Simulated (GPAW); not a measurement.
**CrGa15N16 (GaN32 Cr1): moments or none**

Aim: find out whether CrGa15N16 (GaN32 Cr1) carries moments when they start parallel, and what they gain.

Calculated with GPAW 26.7.0; PBE; plane waves with GPAW's PAW setups, scalar-relativistic.

## Step 1: Set-up

It takes space group P3m1 (No. 156, trigonal). Conventional cell: a = 6.378 Å, b = 6.378 Å, c = 10.370 Å, α = 90.00°, β = 90.00°, γ = 120.00°. Nearest to Cr lie 4 N at 1.95 Å. N has 1 Cr at 1.95 Å and 3 Ga at 1.95 Å nearest. Nearest to Ga lie 4 N at 1.95 Å. Nearest to N lie 4 Ga at 1.95 Å. N has 4 Ga at 1.95 Å nearest. substitutional dopants on the host's lattice, its constants typed without a cited source, atoms not relaxed. Farther neighbours and most contacts between anions are not listed.

The cell is a made-up one and need not be a known phase.

## Step 2: Run 1 (ferro +)

Parallel moments need no larger cell; this start tests for a ferromagnetic state only.

Input file order1.py:

```python
import json
import numpy as np
from ase import Atoms
from ase.parallel import paropen, parprint
from gpaw import GPAW

atoms = Atoms(['Cr', 'N', 'Ga', 'N', 'Ga', 'N', 'Ga', 'N', 'Ga', 'N', 'Ga', 'N', 'Ga', 'N', 'Ga', 'N', 'Ga', 'N', 'Ga', 'N', 'Ga', 'N', 'Ga', 'N', 'Ga', 'N', 'Ga', 'N', 'Ga', 'N', 'Ga', 'N'],
    cell=[[6.378, 0.0, 0.0],
         [-3.189, 5.52351, 0.0],
         [0.0, 0.0, 10.37]],
    scaled_positions=[[0.0, 0.0, 0.0],
         [0.166667, 0.333333, 0.0615],
         [0.166667, 0.333333, 0.25],
         [0.0, 0.0, 0.3115],
         [0.0, 0.0, 0.5],
         [0.166667, 0.333333, 0.5615],
         [0.166667, 0.333333, 0.75],
         [0.0, 0.0, 0.8115],
         [0.0, 0.5, 0.0],
         [0.166667, 0.833333, 0.0615],
         [0.166667, 0.833333, 0.25],
         [0.0, 0.5, 0.3115],
         [0.0, 0.5, 0.5],
         [0.166667, 0.833333, 0.5615],
         [0.166667, 0.833333, 0.75],
         [0.0, 0.5, 0.8115],
         [0.5, 0.0, 0.0],
         [0.666667, 0.333333, 0.0615],
         [0.666667, 0.333333, 0.25],
         [0.5, 0.0, 0.3115],
         [0.5, 0.0, 0.5],
         [0.666667, 0.333333, 0.5615],
         [0.666667, 0.333333, 0.75],
         [0.5, 0.0, 0.8115],
         [0.5, 0.5, 0.0],
         [0.666667, 0.833333, 0.0615],
         [0.666667, 0.833333, 0.25],
         [0.5, 0.5, 0.3115],
         [0.5, 0.5, 0.5],
         [0.666667, 0.833333, 0.5615],
         [0.666667, 0.833333, 0.75],
         [0.5, 0.5, 0.8115]],
    pbc=True,
    magmoms=[3.0, 0.0, 0.0, 0.0, 0.0, 0.0, 0.0, 0.0, 0.0, 0.0, 0.0, 0.0, 0.0, 0.0, 0.0, 0.0, 0.0, 0.0, 0.0, 0.0, 0.0, 0.0, 0.0, 0.0, 0.0, 0.0, 0.0, 0.0, 0.0, 0.0, 0.0, 0.0])
atoms.calc = GPAW(mode={'name': 'pw', 'ecut': 600},
    xc='PBE',
    kpts={'size': (5, 5, 3), 'gamma': True},
    occupations={'name': 'fermi-dirac', 'width': 0.05},
    convergence={'density': 1e-05, 'energy': 1e-05},
    maxiter=200,
    mixer={'name': 'pulay', 'beta': 0.05, 'nmaxold': 6, 'weight': 50},
    symmetry={'tolerance': 1e-4},
    txt='order1.txt')
e = atoms.get_potential_energy(force_consistent=True)
res = {'free_energy': e, 'energy_sigma0': atoms.get_potential_energy(), 'fermi_energy': atoms.calc.get_fermi_level()}
res['moments'] = atoms.get_magnetic_moments().tolist()
res['total'] = atoms.get_magnetic_moment()
parprint('site moments (muB):', np.round(res['moments'], 3))
parprint(f"total moment: {res['total']:.3f} muB")
parprint(f'free energy: {e:.6f} eV')
atoms.calc.write('order1.gpw')
with paropen('results.json', 'w') as f:
    json.dump(res, f)
```

Started as:

```
$ OMP_NUM_THREADS=1 mpirun -n 4 gpaw python order1.py > order1.log
```

Log:

```text
site moments (muB): [ 2.559e+00 -1.500e-02  7.000e-03  1.000e-03  1.000e-03  1.000e-03
  8.000e-03 -1.300e-02  2.000e-02 -1.500e-02  7.000e-03  2.000e-03
  1.000e-03  1.000e-03  8.000e-03  2.000e-03  2.000e-02  2.000e-03
  1.000e-03  2.000e-03  1.000e-03  2.000e-03  1.000e-03  2.000e-03
  2.000e-02 -1.500e-02  7.000e-03  2.000e-03  1.000e-03  1.000e-03
  8.000e-03  2.000e-03]
total moment: 2.976 muB
free energy: -195.928146 eV

--- order1.txt ---
Input parameters:
  mode=PW(ecut=600),
  convergence={'density': 1e-05, 'energy': 1e-05},
  kpts=MonkhorstPack(size=(5, 5, 3), gamma=True),
  maxiter=200,
  mixer=Pulay(name='pulay', nmaxold=6, beta=0.05, weight=50, sigma=0.015, g_ss=None),
  occupations=Occupations(name='fermi-dirac', width=0.05),
  symmetry=Symmetry(tolerance=0.0001),
  xc=XC(name='PBE')

Diagonalizing LCAO Hamiltonian
Converting LCAO to pw mode

          Ga      Ga
         N       N
           NGa     NGa
          N       N
            N       N
         Ga      Ga
           Ga      Ga
         NGa     NGa
            Ga      Ga
          NN      NN

         Ga N    Ga N
           Cr      Ga

Atoms  # Å, Bohr magnetons
|    | symbol |         x |        y |        z |    initial magnetic moments |
|----|--------|-----------|----------|----------|-----------------------------|
|  0 |     Cr |  0.000000 | 0.000000 | 0.000000 | ( 0.0000,  0.0000,  3.0000) |
|  1 |      N |  0.000003 | 1.841168 | 0.637755 | ( 0.0000,  0.0000,  0.0000) |
|  2 |     Ga |  0.000003 | 1.841168 | 2.592500 | ( 0.0000,  0.0000,  0.0000) |
|  3 |      N |  0.000000 | 0.000000 | 3.230255 | ( 0.0000,  0.0000,  0.0000) |
|  4 |     Ga |  0.000000 | 0.000000 | 5.185000 | ( 0.0000,  0.0000,  0.0000) |
|  5 |      N |  0.000003 | 1.841168 | 5.822755 | ( 0.0000,  0.0000,  0.0000) |
|  6 |     Ga |  0.000003 | 1.841168 | 7.777500 | ( 0.0000,  0.0000,  0.0000) |
|  7 |      N |  0.000000 | 0.000000 | 8.415255 | ( 0.0000,  0.0000,  0.0000) |
|  8 |     Ga | -1.594500 | 2.761755 | 0.000000 | ( 0.0000,  0.0000,  0.0000) |
|  9 |      N | -1.594497 | 4.602923 | 0.637755 | ( 0.0000,  0.0000,  0.0000) |
| 10 |     Ga | -1.594497 | 4.602923 | 2.592500 | ( 0.0000,  0.0000,  0.0000) |
| 11 |      N | -1.594500 | 2.761755 | 3.230255 | ( 0.0000,  0.0000,  0.0000) |
| 12 |     Ga | -1.594500 | 2.761755 | 5.185000 | ( 0.0000,  0.0000,  0.0000) |
| 13 |      N | -1.594497 | 4.602923 | 5.822755 | ( 0.0000,  0.0000,  0.0000) |
| 14 |     Ga | -1.594497 | 4.602923 | 7.777500 | ( 0.0000,  0.0000,  0.0000) |
| 15 |      N | -1.594500 | 2.761755 | 8.415255 | ( 0.0000,  0.0000,  0.0000) |
| 16 |     Ga |  3.189000 | 0.000000 | 0.000000 | ( 0.0000,  0.0000,  0.0000) |
| 17 |      N |  3.189003 | 1.841168 | 0.637755 | ( 0.0000,  0.0000,  0.0000) |
| 18 |     Ga |  3.189003 | 1.841168 | 2.592500 | ( 0.0000,  0.0000,  0.0000) |
| 19 |      N |  3.189000 | 0.000000 | 3.230255 | ( 0.0000,  0.0000,  0.0000) |
| 20 |     Ga |  3.189000 | 0.000000 | 5.185000 | ( 0.0000,  0.0000,  0.0000) |
| 21 |      N |  3.189003 | 1.841168 | 5.822755 | ( 0.0000,  0.0000,  0.0000) |
| 22 |     Ga |  3.189003 | 1.841168 | 7.777500 | ( 0.0000,  0.0000,  0.0000) |
| 23 |      N |  3.189000 | 0.000000 | 8.415255 | ( 0.0000,  0.0000,  0.0000) |
| 24 |     Ga |  1.594500 | 2.761755 | 0.000000 | ( 0.0000,  0.0000,  0.0000) |
| 25 |      N |  1.594503 | 4.602923 | 0.637755 | ( 0.0000,  0.0000,  0.0000) |
| 26 |     Ga |  1.594503 | 4.602923 | 2.592500 | ( 0.0000,  0.0000,  0.0000) |
| 27 |      N |  1.594500 | 2.761755 | 3.230255 | ( 0.0000,  0.0000,  0.0000) |
| 28 |     Ga |  1.594500 | 2.761755 | 5.185000 | ( 0.0000,  0.0000,  0.0000) |
| 29 |      N |  1.594503 | 4.602923 | 5.822755 | ( 0.0000,  0.0000,  0.0000) |
| 30 |     Ga |  1.594503 | 4.602923 | 7.777500 | ( 0.0000,  0.0000,  0.0000) |
| 31 |      N |  1.594500 | 2.761755 | 8.415255 | ( 0.0000,  0.0000,  0.0000) |

Unit cell  # Å
| periodic |         x |        y |         z |   lengths |     angles |
|----------|-----------|----------|-----------|-----------|------------|
|      yes |  6.378000 | 0.000000 |  0.000000 |  6.378000 |  90.000000 |
|      yes | -3.189000 | 5.523510 |  0.000000 |  6.378000 |  90.000000 |
|      yes |  0.000000 | 0.000000 | 10.370000 | 10.370000 | 120.000000 |

Number of symmetries: 6

BZ-sampling:
  Number of BZ points: 75
  Number of IBZ points: 12

  Monkhorst-Pack size: [5, 5, 3]
  Monkhorst-Pack shift: [0, 0, 0]

K-points  # in reciprocal-cell coordinates
|     |                                coordinates |     weight |
|-----|--------------------------------------------|------------|
|   0 | (  0.00000000,   0.00000000,   0.00000000) | 0.01333333 |
|   1 | (  0.00000000,   0.00000000,   0.33333333) | 0.02666667 |
|   2 | (  0.20000000,   0.00000000,  -0.33333333) | 0.08000000 |
|   3 | (  0.20000000,   0.00000000,   0.00000000) | 0.08000000 |
|   4 | (  0.20000000,   0.00000000,   0.33333333) | 0.08000000 |
|   5 | (  0.40000000,  -0.20000000,   0.00000000) | 0.08000000 |
|   6 | (  0.40000000,  -0.20000000,   0.33333333) | 0.16000000 |
|   7 | (  0.40000000,   0.00000000,  -0.33333333) | 0.08000000 |
|   8 | (  0.40000000,   0.00000000,   0.00000000) | 0.08000000 |
|   9 | (  0.40000000,   0.00000000,   0.33333333) | 0.08000000 |
| ... |                                            |            |
|  11 | (  0.40000000,   0.40000000,   0.33333333) | 0.16000000 |

Plane wave coefficients: 12263
Cutoff: 600.0 eV

Spin-components: 2 (collinear spins)
Bands:           85
Projectors:      161
Spin-degeneracy: 1
Datatype:        complex128

Parallelization:
  kpt:    4
  domain: 1
  band:   1

Density:
  Valence electrons: 131.0
  Components: 2
  Grid points: [40 40 60]
  Charge: 0.0  # |e|

Potential:
  Grid points: [40 40 60]

species:
  Cr:
    name:    Chromium
    Z:       24.0
    valence: 6
    core:    18
    charge:  0.0  # [|e|]
    compensation charges:
      type: gauss
      rc: 0.35  # [Å]
      lmax: 2
    cutoffs:
      filter: 2.14  # [Å]
      core: 3.04  # [Å]
    projectors
    | kind |    occ | energy [eV] | rcut [Å] |
    |------|--------|-------------|----------|
    |   4s |  1.000 |      -4.007 |    1.164 |
    |   4p |  0.000 |      -0.989 |    1.217 |
    |   3d |  5.000 |      -2.913 |    1.111 |
    |    s |        |      23.205 |    1.164 |
    |    p |        |      26.223 |    1.217 |
    |    d |        |      24.299 |    1.111 |

    Using partial waves for Cr as LCAO basis

  N:
    name:    Nitrogen
    Z:       7.0
    valence: 5
    core:    2
    charge:  0.0  # [|e|]
    compensation charges:
      type: gauss
      rc: 0.18  # [Å]
      lmax: 2
    cutoffs:
      filter: 1.11  # [Å]
      core: 0.96  # [Å]
    projectors
    | kind |    occ | energy [eV] | rcut [Å] |
    |------|--------|-------------|----------|
    |   2s |  2.000 |     -18.583 |    0.603 |
    |   2p |  3.000 |      -7.089 |    0.529 |
    |    s |        |       8.629 |    0.603 |
    |    p |        |      20.123 |    0.529 |
    |    d |        |       0.000 |    0.577 |

    Using partial waves for N as LCAO basis

  Ga:
    name:    Gallium
    Z:       31.0
    valence: 3
    core:    28
    charge:  0.0  # [|e|]
    compensation charges:
      type: gauss
      rc: 0.37  # [Å]
      lmax: 2
    cutoffs:
      filter: 2.06  # [Å]
      core: 4.17  # [Å]
    projectors
    | kind |    occ | energy [eV] | rcut [Å] |
    |------|--------|-------------|----------|
    |   4s |  2.000 |      -8.945 |    1.164 |
    |   4p |  1.000 |      -2.580 |    1.164 |
    |    s |        |      18.266 |    1.164 |
    |    p |        |      24.631 |    1.164 |
    |    d |        |       0.000 |    1.164 |

    Using partial waves for Ga as LCAO basis

Reference energy: -845559.994452  # eV

eigensolver:
  PPCG
  Converge bands: occupied
  niter=2

density mixing:
  Pulay-Mixer
  Linear mixing parameters: 0.05
  Old densities: 6
  Fourier metric: weight=50, sigma=0.015

occupation numbers:
  Fermi-Dirac:
    width: 0.0500  # eV

poisson solver:
  ecut: 4800.0  # eV

xc functional:
  name: PBE with 2 nearest neighbor stencil

convergence criteria:
- Maximum integral of absolute [dens]ity change: 1e-05 electrons / valence electron
- Maximum [total energy] change in last 3 cyles: 1e-05 eV / valence electron
- Maximum integral of absolute [eigenst]ate change: 4e-08 eV^2 / valence electron
maximum number of iterations: 200

SCF iterations
|iter     |      energy | eigst |  dens |  magmom |
|---------|-------------|-------|-------|---------|
|iter:   1|       0s | -223.592667 | -0.07 |       |  +2.9862|
|iter:   2|      10s | -216.212930 | -1.32 | -0.57 |  +2.9869|
|iter:   3|      21s | -195.719439 | +0.06 | -0.62 |  +2.9914|
|iter:   4|      31s | -195.949083 | -1.37 | -1.10 |  +2.9923|
|iter:   5|      42s | -195.997435 | -2.62 | -1.17 |  +2.9924|
|iter:   6|      52s | -197.867531 | -0.70 | -1.15 |  +2.9852|
|iter:   7|      62s | -196.360715 | -1.45 | -1.23 |  +2.9819|
|iter:   8|      72s | -196.303721 | -2.49 | -1.51 |  +2.9807|
|iter:   9|      83s | -196.209387 | -2.95 | -1.55 |  +2.9801|
|iter:  10|      93s | -195.912208 | -1.76 | -1.62 |  +2.9768|
[... 14 iterations left out ...]
|iter:  25|     242s | -195.916697c| -7.65c| -3.99 |  +2.9760|
|iter:  26|     253s | -195.916703c| -7.63c| -4.02 |  +2.9760|
|iter:  27|     258s | -195.916703c| -7.91c| -4.11 |  +2.9760|
|iter:  28|     269s | -195.916710c| -7.45c| -4.13 |  +2.9760|
|iter:  29|     274s | -195.916712c| -7.64c| -4.33 |  +2.9760|
|iter:  30|     280s | -195.916713c| -7.98c| -4.54 |  +2.9760|
|iter:  31|     286s | -195.916715c| -7.85c| -4.62 |  +2.9760|
|iter:  32|     291s | -195.916718c| -7.82c| -4.74 |  +2.9760|
|iter:  33|     297s | -195.916718c| -8.10c| -4.97 |  +2.9760|
|iter:  34|     302s | -195.916718c| -8.53c| -5.01c|  +2.9760|

Converged in 34 steps
Energy contributions relative to reference atoms: (reference = -845559.994452)

Energy contributions:
  Kinetic:         500.544431
  Coulomb:        -439.571607
  Zero:              1.060412
  External:          0.000000
  Xc:             -257.938527
  Entropy:          -0.022856
  Spinorbit:         0.000000
  ----------------------------
  Free energy:    -195.928146
  Extrapolated:   -195.916718

dipole moment: (-80.200636, -100.604145, -115.956780)  # |e|*Ang

Total magnetic moment: (0.000000, 0.000000, 2.976030)

Local magnetic moments
|        x |        y |         z |
|----------|----------|-----------|
| 0.000000 | 0.000000 |  2.559427 |  # Cr   0
| 0.000000 | 0.000000 | -0.014672 |  # N    1
| 0.000000 | 0.000000 |  0.006661 |  # Ga   2
| 0.000000 | 0.000000 |  0.000627 |  # N    3
| 0.000000 | 0.000000 |  0.000661 |  # Ga   4
| 0.000000 | 0.000000 |  0.001071 |  # N    5
| 0.000000 | 0.000000 |  0.008239 |  # Ga   6
| 0.000000 | 0.000000 | -0.013356 |  # N    7
| 0.000000 | 0.000000 |  0.020310 |  # Ga   8
| 0.000000 | 0.000000 | -0.014672 |  # N    9
| 0.000000 | 0.000000 |  0.006661 |  # Ga  10
| 0.000000 | 0.000000 |  0.002262 |  # N   11
| 0.000000 | 0.000000 |  0.001460 |  # Ga  12
| 0.000000 | 0.000000 |  0.001071 |  # N   13
| 0.000000 | 0.000000 |  0.008239 |  # Ga  14
| 0.000000 | 0.000000 |  0.001521 |  # N   15
[...]
| 0.000000 | 0.000000 |  0.001320 |  # Ga  22
| 0.000000 | 0.000000 |  0.001521 |  # N   23
| 0.000000 | 0.000000 |  0.020310 |  # Ga  24
| 0.000000 | 0.000000 | -0.014672 |  # N   25
| 0.000000 | 0.000000 |  0.006661 |  # Ga  26
| 0.000000 | 0.000000 |  0.002262 |  # N   27
| 0.000000 | 0.000000 |  0.001460 |  # Ga  28
| 0.000000 | 0.000000 |  0.001071 |  # N   29
| 0.000000 | 0.000000 |  0.008239 |  # Ga  30
| 0.000000 | 0.000000 |  0.001521 |  # N   31

Fermi level: 8.674
Eigenvalues  # (at kpt = [0.000, 0.000, 0.000])
| band index |      eig [eV] | occ [0-1] |      eig [eV] | occ [0-1] |
|------------|---------------|-----------|---------------|-----------|
|          0 |        -9.420 |     1.000 |        -9.412 |     1.000 |
|        ... |               |           |               |           |
|         58 |         5.669 |     1.000 |         5.714 |     1.000 |
|         59 |         5.891 |     1.000 |         5.920 |     1.000 |
|         60 |         5.891 |     1.000 |         5.920 |     1.000 |
|         61 |         6.120 |     1.000 |         6.213 |     1.000 |
|         62 |         6.322 |     1.000 |         6.347 |     1.000 |
|         63 |         6.322 |     1.000 |         6.348 |     1.000 |
|         64 |         7.246 |     1.000 |         8.565 |     0.899 |
|         65 |         7.246 |     1.000 |         9.774 |     0.000 |
|         66 |         8.525 |     0.951 |         9.775 |     0.000 |
|         67 |         8.729 |     0.249 |         9.870 |     0.000 |
|         68 |         9.069 |     0.000 |        10.262 |     0.000 |
|         69 |         9.069 |     0.000 |        10.263 |     0.000 |
|         70 |        10.779 |     0.000 |        10.788 |     0.000 |
|         71 |        10.822 |     0.000 |        10.848 |     0.000 |
|         72 |        10.851 |     0.000 |        10.893 |     0.000 |
|         73 |        10.920 |     0.000 |        10.939 |     0.000 |
|        ... |               |           |               |           |
|         84 |        12.646 |     0.000 |        12.815 |     0.000 |

No gap
No difference between direct/indirect transitions
```

Run time: 5.5 min. Hardware: 4 MPI ranks of AMD EPYC 7B13 (Zen 3), shared host; peak memory 2.2 GiB; 22 min of CPU time.

Spin moment in the augmentation sphere by element, in μB:

```
element  atoms  mean  spread (r.m.s.)  least  largest
     Cr      1  2.56             0.00   2.56     2.56
      N     16  0.00             0.01  -0.01     0.00
     Ga     15  0.01             0.01   0.00     0.02
```

The atoms farthest from the mean of their element:

```
atom        x, y, z (Å)  spin moment in the augmentation sphere (μB)
 Ga9  -1.59, 2.76, 0.00                                         0.02
Ga17   3.19, 0.00, 0.00                                         0.02
Ga25   1.59, 2.76, 0.00                                         0.02
  N2   0.00, 1.84, 0.64                                        -0.01
 N10  -1.59, 4.60, 0.64                                        -0.01
 N26   1.59, 4.60, 0.64                                        -0.01
  N8   0.00, 0.00, 8.42                                        -0.01
 Ga5   0.00, 0.00, 5.18                                         0.00
```

Read from the output:

* magnetization: 2.976 μB
* final state: ferromagnetic

After 34 cycles the largest moment stands at 2.56 μB.

(Continued in part 2 of 2.)

[Logs and program files are shortened in this print: banners, set-up blocks, solver, clock and traceback lines can be left out without a mark of their own.]

[Logs are printed without paths, hosts, clocks, repeated set-up lines and the standing remarks that a program may print on its own settings, such as how far it seeks lower states.]

[Hosts, paths, dates, database ids (printed as entryN), source tags and the programs' standing remarks are cut or masked in the printed files.]

[Where a cell is said to come from a database of computed structures, the database is the Materials Project.]
